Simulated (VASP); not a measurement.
**WC: band structure with SCAN**

Crystal: WC.

```
W C
1.0
     0.00000    2.88680    2.88680
     2.88680    0.00000    2.88680
     2.88680    2.88680    0.00000
W C
2 2
Direct
  0.50000 0.50000 0.50000
  0.75000 0.75000 0.75000
  0.00000 0.00000 0.00000
  0.25000 0.25000 0.25000
```

The cell was built by a generator and needn't be a form met in nature.

* Program: VASP 6.6.1
* Task: band structure
* Functional: SCAN
* Potentials or basis: VASP PAW PBE potentials, release 64 (W_sv, C)
* Cutoff: 520 eV
* k mesh: 6 × 6 × 6
* Occupations: fermi-dirac, width 0.05 eV
* Spin: no spin polarisation
* Further INCAR settings: ALGO = Normal; EDIFF = 1e-06

* Pressure: -5.6 GPa
* Band gap along the path: none (metal or under the smearing width)

Levels at the corners of the path, in eV from the Fermi level:
```tsv
point	band 14	band 15	band 16	band 17	band 18	band 19	band 20	band 21	band 22
Γ	-3.50	-3.49	-3.11	-3.11	-3.11	0.81	1.42	1.42	1.42
X	-4.67	-1.91	-1.91	-0.47	-0.47	-0.10	-0.10	0.41	0.41
X	-4.67	-1.91	-1.91	-0.47	-0.47	-0.10	-0.10	0.41	0.41
W	-3.53	-2.49	-2.49	-1.07	-1.07	0.58	0.58	1.82	1.82
W	-3.53	-2.49	-2.49	-1.07	-1.07	0.58	0.58	1.82	1.82
K	-2.79	-2.30	-2.05	-1.68	-1.51	0.50	0.97	1.10	2.16
K	-2.79	-2.30	-2.05	-1.68	-1.51	0.50	0.97	1.10	2.16
Γ	-3.50	-3.49	-3.11	-3.11	-3.11	0.81	1.42	1.42	1.42
Γ	-3.50	-3.49	-3.11	-3.11	-3.11	0.81	1.42	1.42	1.42
L	-3.51	-3.51	-2.61	0.39	0.39	1.71	1.74	1.74	2.42
L	-3.51	-3.51	-2.61	0.39	0.39	1.71	1.74	1.74	2.42
U	-2.79	-2.30	-2.05	-1.68	-1.50	0.50	0.97	1.11	2.16
U	-2.79	-2.30	-2.05	-1.68	-1.50	0.50	0.97	1.11	2.16
W	-3.53	-2.49	-2.49	-1.07	-1.07	0.58	0.58	1.82	1.82
W	-3.53	-2.49	-2.49	-1.07	-1.07	0.58	0.58	1.82	1.82
L	-3.51	-3.51	-2.61	0.39	0.39	1.71	1.74	1.74	2.42
L	-3.51	-3.51	-2.61	0.39	0.39	1.71	1.74	1.74	2.42
K	-2.79	-2.30	-2.05	-1.68	-1.51	0.50	0.97	1.10	2.16
U	-2.79	-2.30	-2.05	-1.68	-1.50	0.50	0.97	1.11	2.16
X	-4.67	-1.91	-1.91	-0.47	-0.47	-0.10	-0.10	0.41	0.41
```

Run time: 2.3 min on 1 thread of Intel(R) Xeon(R) 6975P-C (Granite Rapids) (shared host), peak memory 0.17 GiB.

Caveat: the PAW data sets were made with another functional, which shifts forces and pressure a little; spin-orbit coupling is left out, which moves the levels of the heavy elements.
